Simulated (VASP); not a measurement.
# BaTiO₃: convergence, self-consistent run

BaTiO₃, P4mm (no. 99), 5 atoms in the cell. LAK; PAW potentials Ba_sv, Ti_sv, O (PBE set). VASP 6.6.1. The cell is changed on purpose: last atom moved by 0.05 Å along z, cell strained by +1.0% along z.

Wanted: energy within 2 meV/atom.

What the run is for: energy; Accuracy asked: standard.

POSCAR:
```
BaTiO3
1.0
    3.9998000000      0.0000000000      0.0000000000
    0.0000000000      3.9998000000      0.0000000000
    0.0000000000      0.0000000000      4.0581800000
Ba Ti O
1 1 3
Direct
    0.0000000000      0.0000000000      0.0000000000
    0.5000000000      0.5000000000      0.4900000000
    0.0000000000      0.5000000000      0.5170000000
    0.5000000000      0.0000000000      0.5170000000
    0.5000000000      0.5000000000      0.0314440000
```

The series start from Plane-wave cutoff (eV): 520; k-point mesh: 6 × 6 × 6; Precision mode (PREC): Accurate; Electronic threshold (eV): 1e-6; Bands in all (NBANDS): 33; Aspherical gradient terms in the spheres (LASPH): yes; Electronic algorithm: ALGO=Normal; Kinetic-energy density mixed (LMIXTAU): LMIXTAU=True; Density mixing: defaults. Each series keeps the choices made before it, and each single choice may use up half of a tolerance.

## Plane-wave cutoff (eV)

| Plane-wave cutoff (eV) | Energy less reference (meV/atom) | SCF iterations | Time (s) |
|---|---|---|---|
| 320 | -116.0 | 22 | 82 |
| 400 | -15.5 | 24 | 138 |
| 460 | 3.9 | 26 | 144 |
| 520 | 6.9 | 21 | 143 |
| 600 | 4.2 | 24 | 192 |
| 700 | 1.0 | 22 | 260 |
| 840 (reference) | 0.0 | 23 | 343 |

Chosen: 840; the next looser run is off by more than half of the tolerance, so convergence isn't shown beyond this value.

## k-point mesh

| k-point mesh | Energy less reference (meV/atom) | SCF iterations | Time (s) |
|---|---|---|---|
| 2 × 2 × 2 | 111.6 | 25 | 75 |
| 3 × 3 × 3 | 11.7 | 25 | 84 |
| 4 × 4 × 4 | 1.6 | 24 | 166 |
| 5 × 5 × 5 | 0.2 | 27 | 197 |
| 6 × 6 × 6 | 0.0 | 23 | 343 |
| 7 × 7 × 7 | 0.0 | 23 | 332 |
| 9 × 9 × 9 (reference) | 0.0 | 25 | 627 |

Chosen: 5 × 5 × 5, the loosest value from which every tighter one stays within half of the tolerance.

## Precision mode (PREC)

| Precision mode (PREC) | Energy less reference (meV/atom) | SCF iterations | Time (s) |
|---|---|---|---|
| SingleN | -5.3 | 22 | 71 |
| Normal | -0.4 | 25 | 87 |
| Single | 1.6 | 28 | 181 |
| Accurate (reference) | 0.0 | 27 | 197 |

Chosen: Accurate; the one before it in the list is off by more than half of the tolerance.

## Electronic threshold (eV)

| Electronic threshold (eV) | Energy less reference (meV/atom) | SCF iterations | Time (s) |
|---|---|---|---|
| 0.001 | 0.0 | 15 | 102 |
| 0.0001 | 0.0 | 19 | 127 |
| 1e-5 | 0.0 | 21 | 135 |
| 1e-6 | 0.0 | 27 | 197 |
| 1e-7 (reference) | 0.0 | 29 | 175 |

Chosen: 0.001.

## Bands in all (NBANDS)

| Bands in all (NBANDS) | Energy less reference (meV/atom) | SCF iterations | Time (s) |
|---|---|---|---|
| 21 | 0.1 | 17 | 76 |
| 22 | 0.4 | 15 | 66 |
| 24 | 0.1 | 15 | 67 |
| 26 | 0.1 | 15 | 68 |
| 33 | 0.0 | 15 | 102 |
| 46 (reference) | 0.0 | 14 | 96 |

Chosen: 21.

## Aspherical gradient terms in the spheres (LASPH)

| Aspherical gradient terms in the spheres (LASPH) | Energy less reference (meV/atom) | SCF iterations | Time (s) |
|---|---|---|---|
| yes | 0.0 | 17 | 76 |
| no | 2.4 | 16 | 55 |

Chosen: yes; no other choice that stays within half of the tolerance saves 30 % of the time.

## Electronic algorithm

| Electronic algorithm | Energy less reference (meV/atom) | SCF iterations | Time (s) |
|---|---|---|---|
| ALGO=Normal | 0.0 | 17 | 76 |
| ALGO=Fast | 0.0 | 16 | 82 |
| ALGO=VeryFast | 0.1 | 23 | 118 |
| ALGO=All ISEARCH=1 | 0.1 | 17 | 86 |
| ALGO=All ISEARCH=0 | 0.1 | 17 | 91 |
| ALGO=Damped TIME=0.4 | 0.2 | 62 | 288 |
| ALGO=Damped TIME=0.1 | 12.4 | 103 | 496 |

Chosen: ALGO=Normal.

## Kinetic-energy density mixed (LMIXTAU)

| Kinetic-energy density mixed (LMIXTAU) | Energy less reference (meV/atom) | SCF iterations | Time (s) |
|---|---|---|---|
| LMIXTAU=True | 0.0 | 17 | 76 |
| LMIXTAU=False | 0.0 | 13 | 71 |

Chosen: LMIXTAU=True.

## Density mixing

| Density mixing | Energy less reference (meV/atom) | SCF iterations | Time (s) |
|---|---|---|---|
| defaults | 0.0 | 17 | 76 |
| MIXPRE=2 | 0.0 | 18 | 98 |
| AMIN=0.01 | 0.0 | 17 | 93 |
| AMIX=0.4 IMIX=1 | 0.0 | 14 | 77 |
| AMIX=0.2 | 0.0 | 15 | 79 |
| INIMIX=0 | 0.0 | 16 | 84 |
| AMIX=0.4 AMIN=0.6 IMIX=2 | crashed | 106 | 497 |

Chosen: defaults.

VASP's message at the runs that stop: EDDAV: Call to ZHEGV failed. Returncode = 16 2 16.

## All choices together

| Input | Energy less reference (meV/atom) | Time (s) |
|---|---|---|
| the program's defaults (naive) | -11.1 | 13 |
| chosen settings | 0.2 | 76 |
| reference settings throughout | 0.0 | 681 |

The chosen settings stay within the tolerance of the reference run, but the reference itself isn't shown to be converged in: Plane-wave cutoff (eV).

## The input

INCAR:
```
ALGO = Normal ; EDIFF = 0.001
EFERMI = MIDGAP ; ENCUT = 840
GGA_COMPAT = F ; ISIF = 2
ISMEAR = 0 ; KPAR = 2
LASPH = T ; LCHARG = F
LMIXTAU = T ; LREAL = F
LWAVE = F ; METAGGA = LAK
NBANDS = 21 ; NELM = 120
PREC = Accurate ; SIGMA = 0.03
```

KPOINTS:
```
Automatic mesh
0
Gamma
  5 5 5
  0 0 0
```

Commands:
```
cat potpaw_PBE.64/Ba_sv/POTCAR potpaw_PBE.64/Ti_sv/POTCAR potpaw_PBE.64/O/POTCAR > POTCAR
mpirun -np 2 vasp_std > vasp.out
```

The chosen input took VASP 6.6.1 76 s on 2 cores (AMD EPYC 9R45 (Zen 5)), a shared host.

## An input that fails: mixing far too strong

VASP's message: ERROR FEXCP: supplied Exchange-correletion table is too small, maximal index : 7069.

Changes against the starting input:
```
- NELM = 120
+ NELM = 79
+ IMIX = 1
+ AMIX = 2.0
+ BMIX = 0.0001
```
